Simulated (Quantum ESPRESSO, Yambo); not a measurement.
# A GW chain in Yambo: ZnSe (Stilleite), part 3 of 3

Wanted: ground state, empty states, screening and self-energy for ZnSe (Stilleite).

Quantum ESPRESSO 7.5 and Yambo 5.3.0; PBE and many-body steps on it, plane waves. Known limits of the many-body steps: not at the basis limit; exchange with frozen shells missing; no spin-orbit coupling; coarse k mesh.

So far. Step 3 (Bands along the symmetry lines): The gap is 1.288 eV, as in the run before at this level. Step 4 (Empty states on the mesh, 4×4×4 mesh, 121 bands): On this mesh the gap is 1.288 eV.

### Step 6. Screening and self-energy, 4×4×4 mesh, 121 bands, screening to 129.3 eV

G0W0 replaces the xc potential by the self-energy, built once from these orbitals. Only a window of levels is corrected, while the sums run over the empty bands that the input names.

This step: G0W0 on PBE, plane waves, norm-conserving pseudopotentials.

gw1.in

```
HF_and_locXC
gw0
dyson
ppa
em1d
rim_cut
RandQpts= 1000000
RandGvec= 1 RL
EXXRLvcs= 78 Ry
VXCRLvcs= 312 Ry
Chimod= "HARTREE"
% BndsRnXp
 1 | 121 |
%
NGsBlkXp= 9.5 Ry
% LongDrXp
 1 | 1 | 1 |
%
% GbndRnge
 1 | 121 |
%
DysSolver= "n"
ExtendOut
PPAPntXp= 27.21138 eV
% QPkrange
 1 | 8 | 16 | 23 |
%
```

Started as:

```
OMP_NUM_THREADS=1 mpirun -n 4 yambo -F gw1.in -J gw1 -C gw1 > gw1.log
```

The log of the run:

```text
 Yambo, version 5.3.0

 [02] CORE Variables Setup
 =========================

  [... cell, symmetries and grids as in the set-up ...]

  [02.05] Energies & Occupations
  ==============================

  [X] === General ===
  [X] Electronic Temperature                        :  0.000000  0.000000 [eV K]
  [X] Bosonic    Temperature                        :  0.000000  0.000000 [eV K]
  [X] Finite Temperature mode                       : no
  [X] El. density                                   :  0.79098E+24 [cm-3]
  [X] Fermi Level                                   :  8.386209 [eV]

  [X] === Gaps and Widths ===
  [X] Conduction Band Min                           :  1.288098 [eV]
  [X] Valence Band Max                              :  0.000000 [eV]
  [X] Filled Bands                                  :  18
  [X] Empty Bands                                   :   19  121
  [X] Direct Gap                                    :  1.288098 [eV]
  [X] Direct Gap localized at k                     :  1
  [X] Indirect Gap                                  :  1.288098 [eV]
  [X] Indirect Gap between kpts                     :  1  1
  [X] Last valence band width                       :  2.657489 [eV]
  [X] 1st conduction band width                     :  4.196724 [eV]

 [03] Transferred momenta grid and indexing
 ==========================================

 IBZ Q-points                                      :   8
 BZ  Q-points                                      :   64

 K/Q-points units:
 rlu = crystal or reduced units; cc = cartesian coordinates; iku = interal k-units

 Q [1]          [rlu]:  0.000000  0.000000  0.000000
 Q [2]          [rlu]:  0.33641E-17  0.33641E-17  0.25000
 Q [3]          [rlu]: -0.67283E-17 -0.67283E-17 -0.50000
 Q [4]          [rlu]: -0.60307E-17  0.25000      0.25000
 Q [5]          [rlu]: -0.10514E-16  0.25000      0.50000
 Q [6]          [rlu]: -0.67283E-17  0.25000     -0.25000
 Q [7]          [rlu]:  0.12061E-16 -0.50000     -0.50000
 Q [8]          [rlu]:  0.250000 -0.500000 -0.250000

 [04] Coloumb potential Random Integration (RIM)
 ===============================================

  [04.01] RIM initialization
  ==========================

  * Diagonal components only detected *

  8 x (sBL volume)        :  0.100952 [a.u.]
  sBZ random points       :  1000000
  Points outside the sBZ  :   7968281
  RL volume               :  0.807617 [a.u.]
  Integrated volume       :  0.810832 [a.u.]

  [04.02] RIM integrals
  =====================

  Gamma point sphere radius             :  0.084461 [a.u.]
  Points outside the sphere             :   800476
  [Int_sBZ(q=0) 1/q^2]*(Vol_sBZ)^(-1/3) =:  7.776341
                                 should be <:  7.795600

  Summary of Coulomb integrals for non-metallic bands |Q|[au] RIM/Bare

  Q [1] 0.100000E-4 0.997530 * Q [2] 0.254029 1.068455
  Q [4] 0.293327 1.068048 * Q [6] 0.414827 1.030576
  Q [5] 0.486428 1.023062 * Q [3] 0.508057 1.020719
  Q [7] 0.586654 1.016898 * Q [8] 0.655899 1.013831

 [05] Dipoles
 ============

  [05.01] Setup: observables and procedures
  =========================================

 [06] Dynamic Dielectric Matrix (PPA)
 ====================================

 [WR./gw1//ndb.pp]---------------------------------------------------------------
  Brillouin Zone Q/K grids (IBZ/BZ)                :    8   64    8   64
  RL vectors                                       :   4477 [WF]
  Coulomb cutoff potential                         : none
  Electronic Temperature                           :  0.000000 [K]
  Bosonic    Temperature                           :  0.000000 [K]
  PPA    diel. fun.  energies                      : Perdew, Burke & Ernzerhof(X)+Perdew, Burke & Ernzerhof(C)
  wavefunctions                                    : Perdew, Burke & Ernzerhof(X)+Perdew, Burke & Ernzerhof(C)
  Global Gauge                                     : length
  X matrix size                                    :  181
  X band range                                     :    1  121
  X e/h energy range                               : -1.000000 -1.000000 [eV]
  X Time ordering                                  : R
  X Hxc Kernel                                     : HARTREE
  X Drude frequency                                :  0.000000  0.000000
  X poles                                          :  100.0000 [o/o]
  RL vectors in the sum                            :   4477
  [r,Vnl] included                                 : yes
  Field direction                                  :  0.577350E-5  0.577350E-5  0.577350E-5
  BZ energy Double Grid                            : no
  BZ energy DbGd points                            : 0
  BZ Q point size factor                           : -1.000000
  X Optical Averaged directions                    : none

 [07] Local Exchange-Correlation + Non-Local Fock
 ================================================

 [VXC] Plane waves :  28571
 [EXS] Plane waves :   3647

 QP @ state[ 1 ] K range:   1   8
 QP @ state[ 1 ] b range:  16  23

 [xc] Functional : Perdew, Burke & Ernzerhof(X)+Perdew, Burke & Ernzerhof(C)
 [xc] LIBXC used to calculate xc functional
  PP Number of Atomic Species                      :  2
  NLCC RL compoments                               :  28571
  PP Number of Atomic Species                      :  2
  NLCC RL compoments                               :  28571

 [xc] E_xc :  -30.54710 [Ha]
      E_xc :  -61.09419 [Ry]

  Local XC kind (lXC) : Perdew, Burke & Ernzerhof(X)+Perdew, Burke & Ernzerhof(C)
  Non-Local XC kind (nlXC) : Hartree-Fock

  Corrections @ K [1] :  [eV]
 <16|nlXC|16> = -20.37817  0.12313E-16 <16|lXC|16> = -16.58833 -0.94408E-16
 <17|nlXC|17> = -20.37817 -0.60038E-17 <17|lXC|17> = -16.58833  0.000000
 <18|nlXC|18> = -20.37816 -0.42065E-18 <18|lXC|18> = -16.58833  0.000000
 <19|nlXC|19> = -8.956142  0.28094E-17 <19|lXC|19> = -12.62429  0.000000
 <20|nlXC|20> = -6.041531 -0.27112E-17 <20|lXC|20> = -10.89079  0.18882E-15
 <21|nlXC|21> = -6.041866 -0.36770E-17 <21|lXC|21> = -10.89079  0.94408E-16
 <22|nlXC|22> = -6.041904  0.17091E-17 <22|lXC|22> = -10.89079 -0.18882E-15
 <23|nlXC|23> = -3.873013  0.12424E-17 <23|lXC|23> = -9.240241  0.18882E-15

  Corrections @ K [2] :  [eV]
 <16|nlXC|16> = -19.96589 -0.18936E-16 <16|lXC|16> = -15.66759 -0.94408E-16
 <17|nlXC|17> = -19.69328  0.63367E-18 <17|lXC|17> = -15.88277  0.18882E-15
[...]
Corrections @ K [3] :  [eV]
[...]
Corrections @ K [4] :  [eV]
[...]
Corrections @ K [5] :  [eV]
[...]
[... 2 further k-points ...]
  Corrections @ K [8] :  [eV]
[...]
<19|nlXC|19> = -7.178831 -0.22390E-17 <19|lXC|19> = -10.94028  0.14161E-15
 <20|nlXC|20> = -9.382078 -0.40149E-17 <20|lXC|20> = -13.87980 -0.94408E-16
 <21|nlXC|21> = -5.761188 -0.16514E-17 <21|lXC|21> = -10.82652  0.47204E-16
 <22|nlXC|22> = -5.395542 -0.13758E-17 <22|lXC|22> = -10.06275 -0.23602E-16
 <23|nlXC|23> = -7.081250  0.58517E-18 <23|lXC|23> = -12.66607 -0.59005E-16

  [07.01] Hartree-Fock occupations report
  =======================================

  [Hartree-Fock] === General ===
  [Hartree-Fock] Electronic Temperature             :  0.000000  0.000000 [eV K]
  [Hartree-Fock] Bosonic    Temperature             :  0.000000  0.000000 [eV K]
  [Hartree-Fock] Finite Temperature mode            : no
  [Hartree-Fock] El. density                        :  0.79098E+24 [cm-3]
  [Hartree-Fock] Fermi Level                        :  8.386209 [eV]

  [Hartree-Fock] === Gaps and Widths ===
  [Hartree-Fock] Conduction Band Min                :  4.956249 [eV]
  [Hartree-Fock] Valence Band Max                   : -3.789832 [eV]
  [Hartree-Fock] Filled Bands                       :  18
  [Hartree-Fock] Empty Bands                        :   19  121
  [Hartree-Fock] Direct Gap                         :  8.746081 [eV]
  [Hartree-Fock] Direct Gap localized at k          :  1
  [Hartree-Fock] Indirect Gap                       :  8.746081 [eV]
  [Hartree-Fock] Indirect Gap between kpts          :  1  1
  [Hartree-Fock] Last valence band width            :  2.757054 [eV]
  [Hartree-Fock] 1st conduction band width          :  4.290020 [eV]

 [08] Dyson equation: Newton solver
 ==================================

  [08.01] G0W0 (W PPA)
  ====================

  [  GW  ] Bands range     :    1  121
  [GW/PPA] G damping       :  0.100000 [eV]

  QP @ state[ 1 ] K range:   1   8
  QP @ state[ 1 ] b range:  16  23

   Sc/G bands                                       :    1  121
   Sc/G damping                                     :  0.100000 ev
   Sc bands terminator                              : no
   Sx RL components                                 :   3647

   QP @ state[ 1 ] K range                          :   1   8
   QP @ state[ 1 ] b range                          :  16  23
   GF energies kind                                 : Perdew, Burke & Ernzerhof(X)+Perdew, Burke & Ernzerhof(C)
   GF WF`s kind                                     : Perdew, Burke & Ernzerhof(X)+Perdew, Burke & Ernzerhof(C)
   Xs energies kind                                 : Perdew, Burke & Ernzerhof(X)+Perdew, Burke & Ernzerhof(C)
   Xs WF`s kind                                     : Perdew, Burke & Ernzerhof(X)+Perdew, Burke & Ernzerhof(C)

 [11] Game Over & Game summary
```

The job ended after 4.6 min (4 MPI ranks of Arm Neoverse V1, shared host; peak memory 1.8 GiB; 18 min of CPU time).

Numbers from this step:

```yaml
g0w0_gap_on_the_mesh: 2.560 eV
starting_gap_on_the_mesh: 1.288 eV
k_of_the_valence_top: 0, 0, 0
k_of_the_conduction_bottom: 0, 0, 0
least_direct_g0w0_gap_on_the_computed_points: 2.560 eV
z_at_the_valence_top: 0.7968
z_at_the_conduction_bottom: 0.8130
```

The gap on the mesh goes from 1.29 eV to 2.56 eV, a correction of +1.27 eV.

Limits: finite bands, cutoff and mesh; exchange with frozen shells missing; no spin-orbit coupling; coarse k mesh. v1 is the top filled band, c1 the lowest empty one. Levels before and after the correction, in eV, zero at the valence-band top of each column:

```tsv
	conduction bottom	valence top
Kohn-Sham	1.29	0.00
G0W0	2.56	0.00
```

```tsv
	level	energy (eV)
Kohn-Sham	Γ v3-v1	0.000
Kohn-Sham	Γ c1	1.288
Kohn-Sham	Γ c2-c4	5.815
G0W0	Γ v3-v1	0.000
G0W0	Γ c1	2.560
G0W0	Γ c2-c4	7.513
```

### Step 7. Where the time went

Times are wall times on the hardware named with each run, good to a factor of about two.

```tsv
step	time	share	memory (GiB)
ground state	7.7 s	3 %	0.27
bands along the symmetry lines	5.8 s	2 %	0.23
empty states on the mesh	7.7 s	3 %	0.34
conversion and set-up	2.5 s	1 %	0.25
screening and self-energy	4.6 min	92 %	1.8
```

### Step 8. Results

* PBE gap: 1.29 eV, direct
* G0W0 gap on the mesh: 2.56 eV
* GW settings: 4×4×4 mesh, 121 bands, screening to 129.3 eV, Godby-Needs plasmon pole
* known limits: not at the basis limit; exchange with frozen shells missing; no spin-orbit coupling; coarse k mesh

G0W0 moves the gap on the mesh from 1.29 eV to 2.56 eV (+1.27 eV), with Z of 0.80 and 0.81 at the edges. The dearest step here is «screening and self-energy». Against experiment, by G0W0@PBE: the direct gap of 2.56 eV lies −0.13 eV from the measured 2.695 ± 0.003 eV (exciton, 300 K, 2023). An exciton line or allowed optical edge lies below the quasiparticle gap by the binding energy; a forbidden edge can push the onset above it. The calculation has static nuclei and no excitons; a measured gap holds zero-point and thermal motion, which mostly lowers it. Bands and cutoff are finite, so the gap is not at the basis limit. The miss can reach some tenths of an eV and take either sign; the mesh is an error of its own. The 4×4×4 mesh is coarse for this cell, which bears on the long-range parts of exchange and screening. The norm-conserving file of at least one element keeps a d shell over frozen s and p shells of the same row. Exchange with those shells is missing from the self-energy, an error of 0.3 to 0.9 eV in cases checked, whose sign depends on which edge lies on those atoms. The many-body steps are scalar-relativistic: spin-orbit coupling is not in them.

[Paths, hosts, dates, memory and timing lines, banners, echoed tables and standing remarks are left out of the program output.]

[Logs are printed without paths, hosts, clocks, repeated set-up lines and the standing remarks that a program may print on its own settings, such as how far it seeks lower states.]

[Runs of the session that timed out or met a known fault of the program may be left out.]

[Hosts, paths, dates, database ids (printed as entryN), source tags and the programs' standing remarks are cut or masked in the printed files.]
